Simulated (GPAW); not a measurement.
# Ge (Fd-3m) in GPAW: a series of runs, part 2 of 2

GPAW 26.7.0. The steps go on from the part before.

## Step 3: Band structure, PBE

The input, run.py:

```python
from ase import Atoms
from ase.dft.bandgap import bandgap
from ase.io import write
from gpaw import GPAW

atoms = Atoms(['Ge', 'Ge'],
              cell=[[0.0, 2.82891, 2.82891],
                    [2.82891, 0.0, 2.82891],
                    [2.82891, 2.82891, 0.0]],
              scaled_positions=[[0.75, 0.75, 0.75],
                                [0.5, 0.5, 0.5]],
              pbc=True)

calc = GPAW(mode='fd',
            h=0.2,
            xc='PBE',
            kpts={'size': (8, 8, 8), 'gamma': True},
            occupations={'name': 'fermi-dirac', 'width': 0.05},
            nbands=11,
            convergence={'density': 1e-05, 'energy': 1e-05},
            maxiter=150,
            txt='gpaw.txt')
atoms.calc = calc
energy = atoms.get_potential_energy()
forces = atoms.get_forces()
calc.write('gs.gpw')
write('result.traj', atoms)
print(f'Energy: {energy:.6f} eV')
print('Forces (eV/A):')
print(forces.round(4))
print('Fermi level:', round(calc.get_fermi_level(), 4), 'eV')
print(f'Gap: {bandgap(calc)[0]:.4f} eV, direct: {bandgap(calc, direct=True)[0]:.4f} eV')

path = atoms.cell.bandpath('GXWKGLUWLK,UX', npoints=80, eps=1e-4)
bs_calc = calc.fixed_density(kpts=path, symmetry='off', nbands=21,
                             convergence={'bands': 'CBM+6.0', 'eigenstates': 1e-6}, txt='bands.txt')
bs = bs_calc.band_structure()
bs.write('bs.json')
print(f'Gap on the path: {bandgap(bs_calc)[0]:.4f} eV')
```

Potentials or basis: GPAW PAW data sets (gpaw-data 1.2.1), fd.

Command:

```
$ OMP_NUM_THREADS=1 python run.py
```

gpaw.txt:

```text
__  _  _
 | _ |_)|_||  |
 |__||  | ||/\| - 26.7.0

Input parameters:
  mode=FD(),
  convergence={'density': 1e-05, 'energy': 1e-05},
  h=0.2,
  kpts=MonkhorstPack(size=(8, 8, 8), gamma=True),
  maxiter=150,
  nbands=11,
  occupations=Occupations(name='fermi-dirac', width=0.05),
  xc=XC(name='PBE')

Diagonalizing LCAO Hamiltonian
Converting LCAO to fd mode

           Ge

       Ge

Atoms  # Å, Bohr magnetons
|   | symbol |        x |        y |        z |    initial magnetic moments |
|---|--------|----------|----------|----------|-----------------------------|
| 0 |     Ge | 4.243365 | 4.243365 | 4.243365 | ( 0.0000,  0.0000,  0.0000) |
| 1 |     Ge | 2.828910 | 2.828910 | 2.828910 | ( 0.0000,  0.0000,  0.0000) |

Unit cell  # Å
| periodic |        x |        y |        z |  lengths |    angles |
|----------|----------|----------|----------|----------|-----------|
|      yes | 0.000000 | 2.828910 | 2.828910 | 4.000683 | 60.000000 |
|      yes | 2.828910 | 0.000000 | 2.828910 | 4.000683 | 60.000000 |
|      yes | 2.828910 | 2.828910 | 0.000000 | 4.000683 | 60.000000 |

Number of symmetries: 24
Symmetry operations  # r_c * U_cc + t_c -> r_c
|    | kind |            matrix            |
|----|------|------------------------------|
|  0 |  E   |  1, 0, 0,  0, 1, 0,  0, 0, 1 |
|  1 |  σ   |  1, 0, 0,  0, 0, 1,  0, 1, 0 |
|  2 |  σ   |  1, 0,-1,  0, 1,-1,  0, 0,-1 |
|  3 |  C3  |  1, 0,-1,  0, 0,-1,  0, 1,-1 |
|  4 |  C3  |  1,-1, 0,  0,-1, 1,  0,-1, 0 |
|  5 |  σ   |  1,-1, 0,  0,-1, 0,  0,-1, 1 |
|  6 |  σ   |  0, 1, 0,  1, 0, 0,  0, 0, 1 |
[... 114 lines left out ...]

xc functional:
  name: PBE with 2 nearest neighbor stencil
interpolation: tri-quintic # 5. degree polynomial

convergence criteria:
- Maximum integral of absolute [dens]ity change: 1e-05 electrons / valence electron
- Maximum [total energy] change in last 3 cyles: 1e-05 eV / valence electron
- Maximum integral of absolute [eigenst]ate change: 4e-08 eV^2 / valence electron
maximum number of iterations: 150

SCF iterations
|iter     | |      energy | eigst |  dens |
|---------|-|-------------|-------|-------|
|iter:   1| |   -8.958794 | +0.29 |       |
|iter:   2| |   -8.968683 | -1.37 | -0.91 |
|iter:   3| |   -8.934937 | -1.94 | -0.93 |
|iter:   4| |   -8.937038 | -2.84 | -1.51 |
|iter:   5| |   -8.937584 | -3.84 | -2.18 |
|iter:   6| |   -8.937625 | -4.88 | -3.01 |
|iter:   7| |   -8.937632c| -5.67 | -3.40 |
|iter:   8| |   -8.937632c| -6.97 | -4.48 |
|iter:   9| |   -8.937632c| -7.75c| -5.00c|

Converged in 9 steps
Energy contributions relative to reference atoms: (reference = -114195.275705)

Energy contributions:
  Kinetic:          25.908788
  Coulomb:         -22.925371
  Zero:             -0.121139
  External:          0.000000
  Xc:              -11.799576
  Entropy:          -0.000667
  Spinorbit:         0.000000
  ----------------------------
  Free energy:      -8.937965
  Extrapolated:     -8.937632

dipole moment: (3.721231, 3.721231, 3.721231)  # |e|*Ang

Fermi level: 6.043
Eigenvalues  # (at kpt = [0.000, 0.000, 0.000])
| band index |      eig [eV] | occ [0-2] |
|------------|---------------|-----------|
|          0 |        -6.777 |     2.000 |
|          1 |         5.977 |     1.582 |
|          2 |         5.978 |     1.576 |
|          3 |         5.978 |     1.576 |
|          4 |         6.072 |     0.722 |
|          5 |         8.536 |     0.000 |
|          6 |         8.537 |     0.000 |
|          7 |         8.537 |     0.000 |
|          8 |        12.428 |     0.000 |
|          9 |        15.375 |     0.000 |
|         10 |        16.766 |     0.000 |

Gap: 0.094 eV
Transition (v -> c):
  (s=0, k=0, n=3, [0.00, 0.00, 0.00]) -> (s=0, k=0, n=4, [0.00, 0.00, 0.00])
No difference between direct/indirect transitions

Forces  # eV/Ang
|       x |        y |        z |
|---------|----------|----------|
| 0.00000 |  0.00000 | -0.00000 |  # Ge   0
| 0.00000 | -0.00000 |  0.00000 |  # Ge   1

# Writing to gs.gpw (mode='')
```

bands.txt:

```text
Diagonalizing LCAO Hamiltonian
Converting LCAO to fd mode
convergence criteria:
- Maximum integral of absolute [eigenst]ate change: 1e-06 eV^2 / valence electron
maximum number of iterations: 150

SCF iterations
|iter     | |      energy | eigst |  dens |
|---------|-|-------------|-------|-------|
|iter:   1| |             | +1.12 |       |
[... 88 lines left out ...]
         [0.40277778, 0.40277778, 0.69444444],
         [0.38888889, 0.38888889, 0.72222222],
         [0.375     , 0.375     , 0.75      ],
         [0.625     , 0.25      , 0.625     ],
         [0.59375   , 0.1875    , 0.59375   ],
         [0.5625    , 0.125     , 0.5625    ],
         [0.53125   , 0.0625    , 0.53125   ],
         [0.5       , 0.        , 0.5       ]])),
  maxiter=150,
  nbands=21,
  occupations=Occupations(name='fermi-dirac', width=0.05),
  symmetry=Symmetry(point_group=False, time_reversal=False),
  xc=XC(name='PBE')
```

Wall time 71 s (1 thread of AMD EPYC 7R43 (Zen 3), shared host); peak memory 0.32 GiB.

Results:

```
Free energy             : -8.9380 eV
Band gap on the k mesh  : 0.09 eV, direct
Band gap along the path : 0.09 eV, direct
```

Levels at the corners of the path, in eV from the valence-band top:
```csv
point,band 1,band 2,band 3,band 4,band 5,band 6,band 7,band 8
Γ,-12.75,0.00,0.00,0.00,0.09,2.56,2.56,2.56
X,-8.88,-8.88,-3.07,-3.07,0.74,0.74,9.54,9.54
W,-8.79,-8.79,-3.91,-3.91,4.35,4.35,4.72,4.72
K,-9.35,-8.29,-4.34,-2.63,1.16,4.10,7.24,7.40
Γ,-12.75,0.00,0.00,0.00,0.09,2.56,2.56,2.56
L,-10.68,-7.59,-1.40,-1.40,0.20,3.75,3.75,7.15
U,-9.35,-8.29,-4.34,-2.63,1.16,4.10,7.24,7.40
W,-8.79,-8.79,-3.91,-3.91,4.35,4.35,4.72,4.72
L,-10.68,-7.59,-1.40,-1.40,0.20,3.75,3.75,7.15
K,-9.35,-8.29,-4.34,-2.63,1.16,4.10,7.24,7.40
U,-9.35,-8.29,-4.34,-2.63,1.16,4.10,7.24,7.40
X,-8.88,-8.88,-3.07,-3.07,0.74,0.74,9.54,9.54
```

Caveat: the real-space grid adds noise to forces.

## Step 4: Against experiment

Step 2. Measured gap of Ge: 0.666 eV (indirect; 293 K; “Electronic and optical properties of SixGe1-x-ySny alloys lattice-matched to Ge”, 2021, arxiv:2109.02782). This calculation gives 0.07 eV (-0.59 eV). 3 values of this kind are on record (0.666 to 0.807 eV); this one was drawn at random among those near their median. Spin-orbit coupling on Ge is left out. The value is that of PBE in an atomic basis (GPAW PAW data sets (gpaw-data 1.2.1), lcao:dzp), whose error adds to the functional's,, without temperature or zero-point motion. Semilocal functionals fall short of measured gaps as a rule.

Step 3. Against the measured gap of Ge, 0.666 eV (indirect; 293 K; “Electronic and optical properties of SixGe1-x-ySny alloys lattice-matched to Ge”, 2021, arxiv:2109.02782), the calculated 0.09 eV is off by -0.57 eV. 3 values of this kind are on record (0.666 to 0.807 eV); this one was drawn at random among those near their median. Spin-orbit coupling on Ge is left out. The value is that of PBE, without temperature or zero-point motion. Semilocal functionals fall short of measured gaps as a rule.
